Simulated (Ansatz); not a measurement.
Here is an Ansatz 0.2.0 calculation.

File input.yaml:

```yaml
crystal:
  lattice:
    - [4.5998373239, 0.0, 0.0]
    - [0.0, 4.5998373239, 0.0]
    - [0.0, 0.0, 2.95921356]
  atoms:
    - { symbol: Ti, position: [0.0, 0.0, 0.5] }
    - { symbol: Ti, position: [0.5, 0.5, 0.0] }
    - { symbol: O, position: [0.30432132, 0.30432132, 0.5] }
    - { symbol: O, position: [0.19567868, 0.80432132, 0.0] }
    - { symbol: O, position: [0.80432132, 0.19567868, 0.0] }
    - { symbol: O, position: [0.69567868, 0.69567868, 0.5] }
hamiltonian:
  xc: pbe
  pseudopotentials: { kind: paw }
kpoints:
  mp_grid: { grid: [6, 6, 9] }
  band_path:
    path:
      - [[0.0, 0.0, 0.0], [0.0, 0.5, 0.0], [0.5, 0.5, 0.0], [0.0, 0.0, 0.0], [0.0, 0.0, 0.5], [0.0, 0.5, 0.5], [0.5, 0.5, 0.5], [0.0, 0.0, 0.5]]
      - [[0.0, 0.5, 0.0], [0.0, 0.5, 0.5]]
      - [[0.5, 0.5, 0.0], [0.5, 0.5, 0.5]]
    npoints: 14
scf:
  occupations: { method: fermi_dirac, width: 0.05 }
  n_extra_bands: 15
output:
  forces: true
  stress: true
  eigenvalues: true
  fatbands: true
```

Potentials or basis: Ansatz PAW.

Run with:

```bash
$ ansatz run input.yaml --threads 2 --pin off --max-ram 5632MiB --backend cpu --events-out ev --progress --plain --runs-dir out
```

Question: Estimate the largest force.

Answer: 0.004 eV/Å.

Question: Estimate the band gap along the path.

Answer: 1.87 eV, direct.

Question: Predict the band gap on the k mesh.

Answer: 1.87 eV, direct.

Forces in eV/Å, atoms in the order of the input:
```
Ti   0.000  0.000  0.000
Ti   0.000  0.000  0.000
O    0.003  0.003  0.000
O   -0.003  0.003  0.000
O    0.003 -0.003  0.000
O   -0.003 -0.003  0.000
```

**What was measured.**

“Shallow Valence Band of Rutile GeO2 and P-type Doping”, 2020, arxiv:2011.08928 quotes, for a bulk crystal of TiO2 at 1.6 K: band gap 3.03 eV (direct).

A measured gap of TiO2 is 3.03 eV (direct; 1.6 K; quoted in “Shallow Valence Band of Rutile GeO2 and P-type Doping”, 2020, arxiv:2011.08928); the calculated 1.87 eV misses it by -1.16 eV. 2 values of this kind are on record in papers (3.03 to 3.05 eV); this one was drawn at random among those near their median. The value is that of PBE, without temperature or zero-point motion. Semilocal functionals fall short of measured gaps as a rule. The cell is a database's relaxed one, not the measured one, which moves gaps too.
